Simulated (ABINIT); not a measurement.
A run of ABINIT 10.8.3 (patched build) is set up as follows.

run.abi

```
# Datasets: one volume each
ndtset 7
getwfk -1
scalecart1 3*0.9795861087
scalecart2 3*0.9864848297
scalecart3 3*0.9932883884
scalecart4 3*1.0000000000
scalecart5 3*1.0066227096
scalecart6 3*1.0131594038
scalecart7 3*1.0196128224

# Pseudopotentials
pp_dirpath "./"
pseudos "W.GGA_PBE-JTH.xml, S.GGA_PBE-JTH.xml"

# Structure
acell 12.1459563582 12.1459563582 12.1459563582
rprim
     0.2456683906     0.1418367115     0.9589209504
    -0.2456683906     0.1418367115     0.9589209504
     0.0000000000    -0.2836734229     0.9589209504
ntypat 2
znucl 74 16
natom 3
typat 1 2 2
xred
     0.0000000000     0.0000000000     0.0000000000
     0.5810000000     0.5810000000     0.5810000000
     0.7503000000     0.7503000000     0.7503000000

# Plane-wave basis
ecut 20.0
pawecutdg 40.0

# k points
kptopt 1
ngkpt 10 10 10
nshiftk 1
shiftk 0.0 0.0 0.0

# Exchange and correlation
ixc 11

# Bands and occupations
nband 17
occopt 3
tsmear 0.05 eV

# SCF cycle
nstep 100
tolvrs 1.0e-9

# Output
iomode 3
prtwf 1
prtden 0
prteig 0
prtebands 0
enunit 2
```

Potentials or basis: JTH PAW PBE v2.0.

Command:

```sh
$ abinit run.abi > log 2>&1
```

Task: What does it give for the pressure derivative of the bulk modulus?

Result: 4.3.

Task: What does it give for the equilibrium volume?

Result: 18.27 Å³/atom.

Task: Estimate the bulk modulus at fixed shape and positions.

Result: 157 GPa.

Energy against volume, from the lowest point:
```tsv
volume (Å³/atom)	energy (meV/atom)
16.679	78.37
17.034	45.17
17.389	21.68
17.744	6.90
18.099	0.00
18.454	0.18
18.809	6.74
```

Caveat: pressures at fixed basis lie under the slope of the energies; the cell was scaled at fixed shape and fractional positions, which overstates the stiffness of a crystal with free parameters, most of all of layers and chains. Spin-orbit coupling is left out, which matters for the levels of W.
